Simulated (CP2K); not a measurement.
# La2O3 (P-62m) in CP2K: further runs

The runs below take La2O3 through band structure, with PBEsol, LDA, r2SCAN, TB-mBJ.

All numbers are computed with CP2K 2026.2; they aren't measurements. Logs are shortened: lines on timing, memory, paths and dates and some standing lists are left out, and cuts for length are marked.

### Step 1. The structure

The structure is hexagonal, space group P-62m (No. 189). Conventional cell: a = 6.267 Å, b = 6.267 Å, c = 3.300 Å, α = 90.00°, β = 90.00°, γ = 120.00°. La (site symmetry -6) is surrounded by 6 O at 2.45 Å. Around O (site symmetry m2m) lie 4 La at 2.45 Å.

The cell comes from a database or a generator and needn't be the stable form of this composition.

### Step 2. Band structure, PBEsol

The input, la2o3_bands.inp:

```
&GLOBAL
  PROJECT la2o3_bands
  RUN_TYPE ENERGY_FORCE
  PRINT_LEVEL LOW
&END GLOBAL
&FORCE_EVAL
  METHOD QS
  STRESS_TENSOR ANALYTICAL
  &DFT
    BASIS_SET_FILE_NAME BASIS_MOLOPT_UCL
    BASIS_SET_FILE_NAME BASIS_MOLOPT_UZH
    POTENTIAL_FILE_NAME GTH_POTENTIALS
    &MGRID
      CUTOFF 600
      REL_CUTOFF 60
      NGRIDS 5
    &END MGRID
    &QS
      METHOD GPW
      EPS_DEFAULT 1.0E-9
    &END QS
    &KPOINTS
      SCHEME MONKHORST-PACK 5 5 8
      GAMMA_CENTERED T
      SYMMETRY T
      SYMMETRY_BACKEND SPGLIB
    &END KPOINTS
    &SCF
      SCF_GUESS ATOMIC
      EPS_SCF 1.0E-6
      MAX_SCF 100
      ADDED_MOS 26
      CHOLESKY OFF
      EPS_EIGVAL 1.0E-7
      &DIAGONALIZATION ON
        ALGORITHM STANDARD
      &END DIAGONALIZATION
      &MIXING ON
        METHOD BROYDEN_MIXING
        ALPHA 0.4
        BETA 1.5
        NBUFFER 8
      &END MIXING
      &SMEAR ON
        METHOD FERMI_DIRAC
        ELECTRONIC_TEMPERATURE 116.05
      &END SMEAR
    &END SCF
    &XC
      &XC_FUNCTIONAL
        &GGA_X_PBE_SOL
        &END GGA_X_PBE_SOL
        &GGA_C_PBE_SOL
        &END GGA_C_PBE_SOL
      &END XC_FUNCTIONAL
    &END XC
    &PRINT
      &KPOINTS ON
      &END KPOINTS
      &MULLIKEN ON
      &END MULLIKEN
      &MO ON
        ENERGIES T
        OCCUPATION_NUMBERS T
        &EACH
          QS_SCF 0
        &END EACH
        ADD_LAST NUMERIC
      &END MO
      &BAND_STRUCTURE
        FILE_NAME bands.bs
        ADDED_MOS 2
        &KPOINT_SET
          UNITS B_VECTOR
          NPOINTS 8
          SPECIAL_POINT GAMMA 0.00000000 0.00000000 0.00000000
          SPECIAL_POINT M 0.50000000 0.00000000 0.00000000
          SPECIAL_POINT K 0.33333333 0.33333333 0.00000000
          SPECIAL_POINT GAMMA 0.00000000 0.00000000 0.00000000
          SPECIAL_POINT A 0.00000000 0.00000000 0.50000000
          SPECIAL_POINT L 0.50000000 0.00000000 0.50000000
          SPECIAL_POINT H 0.33333333 0.33333333 0.50000000
          SPECIAL_POINT A 0.00000000 0.00000000 0.50000000
        &END KPOINT_SET
        &KPOINT_SET
          UNITS B_VECTOR
          NPOINTS 8
          SPECIAL_POINT L 0.50000000 0.00000000 0.50000000
          SPECIAL_POINT M 0.50000000 0.00000000 0.00000000
        &END KPOINT_SET
        &KPOINT_SET
          UNITS B_VECTOR
          NPOINTS 8
          SPECIAL_POINT K 0.33333333 0.33333333 0.00000000
          SPECIAL_POINT H 0.33333333 0.33333333 0.50000000
        &END KPOINT_SET
      &END BAND_STRUCTURE
    &END PRINT
  &END DFT
  &SUBSYS
    &CELL
      A 6.2667802772 0.0000000000 0.0000000000
      B -3.1333901386 5.4271909200 0.0000000000
      C 0.0000000000 0.0000000000 3.2997660000
      PERIODIC XYZ
    &END CELL
    &COORD
      SCALED
      La  0.6666666667 0.3333333333 0.5000000000
      La  0.3333333333 0.6666666667 0.5000000000
      O   0.5080139900 0.0000000000 0.0000000000
      O   0.0000000000 0.5080139900 0.0000000000
      O   0.4919860100 0.4919860100 0.0000000000
    &END COORD
    &KIND La
      BASIS_SET TZVP-MOLOPT-SR-GTH-q11
      POTENTIAL GTH-PBE-q11
    &END KIND
    &KIND O
      BASIS_SET TZVP-MOLOPT-PBE-GTH-q6
      POTENTIAL GTH-PBE-q6
      POTENTIAL_FILE_NAME POTENTIAL_UZH
    &END KIND
    &PRINT
      &ATOMIC_COORDINATES ON
      &END ATOMIC_COORDINATES
      &CELL ON
      &END CELL
    &END PRINT
  &END SUBSYS
  &PRINT
    &FORCES ON
    &END FORCES
    &STRESS_TENSOR ON
    &END STRESS_TENSOR
  &END PRINT
&END FORCE_EVAL
```

Potentials or basis: GTH_POTENTIALS La GTH-PBE-q11; POTENTIAL_UZH O GTH-PBE-q6; TZVP-MOLOPT-SR-GTH, TZVP-MOLOPT-PBE-GTH basis.

Command:

```bash
$ OMP_NUM_THREADS=1 mpirun -n 4 cp2k.psmp -i la2o3_bands.inp -o la2o3_bands.out
```

la2o3_bands.out:

```text

 CP2K| version string:                                       CP2K version 2026.2
 CP2K| Input file name                                           la2o3_bands.inp

 GLOBAL| Force Environment number                                              1
 GLOBAL| Basis set file name                                    BASIS_MOLOPT_UCL
 GLOBAL| Potential file name                                      GTH_POTENTIALS
 GLOBAL| MM Potential file name                                     MM_POTENTIAL
 GLOBAL| Coordinate file name                                      __STD_INPUT__
 GLOBAL| Method name                                                        CP2K
 GLOBAL| Project name                                                la2o3_bands
 GLOBAL| Run type                                                   ENERGY_FORCE
 GLOBAL| FFT library                                                       FFTW3
 GLOBAL| Diagonalization library                                       ScaLAPACK
 GLOBAL| Cholesky decomposition library                                ScaLAPACK
 GLOBAL| DGEMM library                                                      BLAS
 GLOBAL| Direct generalized diagonalization requested                          F
 GLOBAL| Matrix multiplication library                                 ScaLAPACK
 GLOBAL| Global print level                                                  LOW
 GLOBAL| Total number of message passing processes                             4
 GLOBAL| Number of threads for this process                                    1
 GLOBAL| CPU model name                                                  UNKNOWN

 CELL| Volume [angstrom^3]:                                           112.228384
 CELL| Vector a [angstrom]:       6.267     0.000     0.000   |a| =     6.266780
 CELL| Vector b [angstrom]:      -3.133     5.427     0.000   |b| =     6.266780
 CELL| Vector c [angstrom]:       0.000     0.000     3.300   |c| =     3.299766
 CELL| Angle (b,c), alpha [degree]:                                    90.000000
 CELL| Angle (a,c), beta  [degree]:                                    90.000000
 CELL| Angle (a,b), gamma [degree]:                                   120.000000
 CELL| Numerically orthorhombic:                                              NO
 CELL| Periodicity                                                           XYZ

 CELL_REF| Volume [angstrom^3]:                                       112.228384
 CELL_REF| Vector a [angstrom     6.267     0.000     0.000   |a| =     6.266780
 CELL_REF| Vector b [angstrom    -3.133     5.427     0.000   |b| =     6.266780
 CELL_REF| Vector c [angstrom     0.000     0.000     3.300   |c| =     3.299766
 CELL_REF| Angle (b,c), alpha [degree]:                                90.000000
 CELL_REF| Angle (a,c), beta  [degree]:                                90.000000
 CELL_REF| Angle (a,b), gamma [degree]:                               120.000000
 CELL_REF| Numerically orthorhombic:                                          NO
 CELL_REF| Periodicity                                                       XYZ
[... 9 lines left out ...]
 TOTAL NUMBERS AND MAXIMUM NUMBERS

  Total number of            - Atomic kinds:                                   2
                             - Atoms:                                          5
                             - Shell sets:                                     5
                             - Shells:                                        43
                             - Primitive Cartesian functions:                 29
                             - Cartesian basis functions:                    136
                             - Spherical basis functions:                    121

  Maximum angular momentum of- Orbital basis functions:                        3
                             - Local part of the GTH pseudopotential:          2
                             - Non-local part of the GTH pseudopotential:      3

 MODULE QUICKSTEP: ATOMIC COORDINATES IN ANGSTROM

   Atom Kind Element         X             Y             Z       Z(eff)     Mass
      1    1 La   57      3.133390      1.809064      1.649883  11.0000 138.9055
      2    1 La   57     -0.000000      3.618127      1.649883  11.0000 138.9055
      3    2 O     8      3.183612      0.000000      0.000000   6.0000  15.9994
      4    2 O     8     -1.591806      2.757089      0.000000   6.0000  15.9994
      5    2 O     8      1.541584      2.670102      0.000000   6.0000  15.9994

 SCF PARAMETERS         Density guess:                                    ATOMIC
                        --------------------------------------------------------
                        max_scf:                                             100
[... 7 lines left out ...]
                        --------------------------------------------------------
[... 67 lines left out ...]
     2 Broy./Diag. 0.40E+00    1.5     0.10997889      -106.4158379646  5.40E+00
     3 Broy./Diag. 0.40E+00    1.5     0.08034991      -110.3392319721 -3.92E+00
     4 Broy./Diag. 0.40E+00    1.5     0.02890321      -111.0813332911 -7.42E-01
     5 Broy./Diag. 0.40E+00    1.5     0.03502033      -110.7978164155  2.84E-01
     6 Broy./Diag. 0.40E+00    1.5     0.03821442      -111.5796427672 -7.82E-01
     7 Broy./Diag. 0.40E+00    1.5     0.01194179      -111.3536794715  2.26E-01
     8 Broy./Diag. 0.40E+00    1.5     0.01963700      -111.5830784962 -2.29E-01
     9 Broy./Diag. 0.40E+00    1.5     0.00558664      -111.5327825220  5.03E-02
    10 Broy./Diag. 0.40E+00    1.5     0.00990853      -111.5492965122 -1.65E-02
    11 Broy./Diag. 0.40E+00    1.5     0.00079040      -111.5510482165 -1.75E-03
    12 Broy./Diag. 0.40E+00    1.5     0.00051469      -111.5582849156 -7.24E-03
    13 Broy./Diag. 0.40E+00    1.5     0.00023010      -111.5540665069  4.22E-03
    14 Broy./Diag. 0.40E+00    1.5     0.00004831      -111.5538177542  2.49E-04
    15 Broy./Diag. 0.40E+00    1.5     0.00003972      -111.5545076277 -6.90E-04
    16 Broy./Diag. 0.40E+00    1.5     0.00001151      -111.5544573046  5.03E-05
    17 Broy./Diag. 0.40E+00    1.5     0.00000759      -111.5544814222 -2.41E-05
    18 Broy./Diag. 0.40E+00    1.6     0.00000155      -111.5545064098 -2.50E-05
    19 Broy./Diag. 0.40E+00    1.5     0.00000117      -111.5545255640 -1.92E-05
    20 Broy./Diag. 0.40E+00    1.5     0.00000082      -111.5545275593 -2.00E-06

  *** SCF run converged in    20 steps ***

  Electronic density on regular grids:        -39.9999999592        0.0000000408
  Core density on regular grids:               39.9999999711       -0.0000000289
  Total charge density on r-space grids:        0.0000000119
  Total charge density g-space grids:           0.0000000119

  Overlap energy of the core charge distribution:               0.00000000000062
  Self energy of the core charge distribution:               -252.22675891001114
  Core Hamiltonian energy:                                     60.77600044643982
  Hartree energy:                                              99.06382525005777
  Exchange-correlation energy:                                -19.16759434573977
  Electronic entropic energy:                                  -0.00000000000000
  Fermi energy:                                                 0.18576663732876

  Total energy:                                              -111.55452755925270
  Total energy (extrapolated to T->0):                       -111.55452755925270

 MO| EIGENVALUES AND OCCUPATION NUMBERS FOR K POINT 1
 MO|
 MO|  Index      Eigenvalue [a.u.]        Eigenvalue [eV]             Occupation
 MO|      1              -0.977717             -26.605040               2.000000
 MO|      2              -0.976426             -26.569913               2.000000
 MO|      3              -0.480383             -13.071881               2.000000
 MO|      4              -0.470179             -12.794213               2.000000
 MO|      5              -0.439081             -11.948001               2.000000
 MO|      6              -0.371222             -10.101465               2.000000
[... 727 lines left out ...]
 MO|     45               0.499078              13.580590               0.000000
 MO|     46               0.542795              14.770193               0.000000
 MO| Sum:                                                              40.000000
 MO| E(Fermi):            0.185767 a.u.          5.054967 eV
 MO| Band gap:            0.115863 a.u.          3.152780 eV

 [... the levels of further k-points ...]

 !-----------------------------------------------------------------------------!
                     Mulliken Population Analysis

 #  Atom  Element  Kind  Atomic population                           Net charge
       1     La       1          9.303590                              1.696410
       2     La       1          9.303572                              1.696428
       3     O        2          7.130946                             -1.130946
       4     O        2          7.130946                             -1.130946
       5     O        2          7.130946                             -1.130946
 # Total charge                             40.000000                 -0.000000

 !-----------------------------------------------------------------------------!

 KPOINTS| Band Structure Calculation
 KPOINTS| Number of k-point sets                                               3
 KPOINTS| Number of added MOs/bands                                            2
 KPOINTS| Number of k-points in set    1                                      57
 KPOINTS| In units of b-vector [2pi/Bohr]
 KPOINTS| Special point     1       GAMMA     0.000000     0.000000     0.000000
 KPOINTS| Special point     2           M     0.500000     0.000000     0.000000
 KPOINTS| Special point     3           K     0.333333     0.333333     0.000000
 KPOINTS| Special point     4       GAMMA     0.000000     0.000000     0.000000
 KPOINTS| Special point     5           A     0.000000     0.000000     0.500000
 KPOINTS| Special point     6           L     0.500000     0.000000     0.500000
 KPOINTS| Special point     7           H     0.333333     0.333333     0.500000
 KPOINTS| Special point     8           A     0.000000     0.000000     0.500000
 KPOINTS| Number of k-points in set    2                                       9
 KPOINTS| In units of b-vector [2pi/Bohr]
 KPOINTS| Special point     1           L     0.500000     0.000000     0.500000
 KPOINTS| Special point     2           M     0.500000     0.000000     0.000000
 KPOINTS| Number of k-points in set    3                                       9
 KPOINTS| In units of b-vector [2pi/Bohr]
 KPOINTS| Special point     1           K     0.333333     0.333333     0.000000
 KPOINTS| Special point     2           H     0.333333     0.333333     0.500000

 ENERGY| Total FORCE_EVAL ( QS ) energy [hartree]           -111.554528609178448

 FORCES| Atomic forces [hartree/bohr]
 FORCES|   Atom     x               y               z               |f|
 FORCES|      1 -1.44971639E-08  1.72641398E-09  7.28875875E-14   1.45995981E-08
 FORCES|      2 -2.12964616E-08 -1.55950943E-08  7.32221286E-14   2.63959513E-08
 FORCES|      3 -1.01941796E-04 -1.06115355E-06 -2.90102248E-14   1.01947319E-04
 FORCES|      4  5.00689401E-05 -8.88370250E-05 -2.73651763E-14   1.01975074E-04
 FORCES|      5  5.20125535E-05  9.00920042E-05  1.32016925E-14   1.04028241E-04
 FORCES| Sum     1.03903655E-07  1.79956947E-07  1.02936007E-13
 FORCES| Total atomic force                                       2.07799116E-07

 STRESS| Analytical stress tensor [bar]
 STRESS|                        x                   y                   z
 STRESS|      x        1.74489282256E+04  -2.60339983996E+00  -7.33654945915E-09
 STRESS|      y       -2.60339983996E+00   1.74463253667E+04   1.50923559581E-09
 STRESS|      z       -7.33654945915E-09   1.50923559581E-09  -6.87323289286E+03
 STRESS| 1/3 Trace                                             9.34067356648E+03
 STRESS| Determinant                                          -2.09234730521E+12

 STRESS| Eigenvectors and eigenvalues of the analytical stress tensor [bar]
 STRESS|                        1                   2                   3
 STRESS| Eigenvalues  -6.87323289286E+03   1.74447162276E+04   1.74505373647E+04
 STRESS|      x           0.000000000000      0.525766458173      0.850628962274
 STRESS|      y          -0.000000000000      0.850628962274     -0.525766458173
 STRESS|      z           1.000000000000     -0.000000000000     -0.000000000000
```

Wall time 37 s (4 MPI ranks of Arm Neoverse V2, shared host).

What came out:

```
Free energy             : -3035.5531 eV
Pressure                : 0.9 GPa
Largest force           : 0.005 eV/Å
Band gap on the k mesh  : 1.37 eV, indirect (least direct gap 1.81 eV)
Band gap along the path : 1.37 eV, indirect (least direct gap 1.81 eV)
Mulliken charges        : La +1.70; O -1.13 e
```

Forces in eV/Å, atoms in the order of the input:
```
La   0.000  0.000  0.000
La   0.000  0.000  0.000
O   -0.005  0.000  0.000
O    0.003 -0.005  0.000
O    0.003  0.005  0.000
```

Levels at the corners of the path, in eV from the valence-band top:
| point | band 16 | band 17 | band 18 | band 19 | band 20 | band 21 | band 22 | band 23 | band 24 | band 25 |
| --- | --- | --- | --- | --- | --- | --- | --- | --- | --- | --- |
| Γ | -1.92 | -0.95 | -0.95 | -0.62 | -0.44 | 1.37 | 3.88 | 4.77 | 4.77 | 6.26 |
| M | -1.73 | -1.62 | -1.12 | -1.11 | -0.89 | 2.65 | 3.77 | 4.80 | 5.15 | 5.81 |
| K | -1.43 | -1.43 | -1.32 | -1.32 | -0.93 | 3.26 | 3.26 | 4.65 | 5.79 | 5.89 |
| Γ | -1.92 | -0.95 | -0.95 | -0.62 | -0.44 | 1.37 | 3.88 | 4.77 | 4.77 | 6.26 |
| A | -1.53 | -1.11 | -1.11 | -0.23 | 0.00 | 4.48 | 4.48 | 5.18 | 5.65 | 5.65 |
| L | -1.85 | -1.65 | -1.34 | -0.61 | -0.59 | 4.36 | 5.46 | 5.90 | 6.29 | 6.40 |
| H | -1.76 | -1.76 | -1.72 | -0.64 | -0.64 | 4.54 | 5.59 | 5.59 | 6.67 | 6.67 |
| A | -1.53 | -1.11 | -1.11 | -0.23 | 0.00 | 4.48 | 4.48 | 5.18 | 5.65 | 5.65 |
| L | -1.85 | -1.65 | -1.34 | -0.61 | -0.59 | 4.36 | 5.46 | 5.90 | 6.29 | 6.40 |
| M | -1.73 | -1.62 | -1.12 | -1.11 | -0.89 | 2.65 | 3.77 | 4.80 | 5.15 | 5.81 |
| K | -1.43 | -1.43 | -1.32 | -1.32 | -0.93 | 3.26 | 3.26 | 4.65 | 5.79 | 5.89 |
| H | -1.76 | -1.76 | -1.72 | -0.64 | -0.64 | 4.54 | 5.59 | 5.59 | 6.67 | 6.67 |

Caveat: Mulliken charges move with the basis; the potentials were made for another functional, which shifts forces and pressure; spin-orbit coupling is left out, which moves the levels of the heavy elements; the basis of atomic orbitals isn't converged, which shifts pressures, moduli and gaps. Expect the measured gap to be larger: semilocal functionals such as PBEsol lack the derivative discontinuity.

(Part 1 of 2 ends here.)
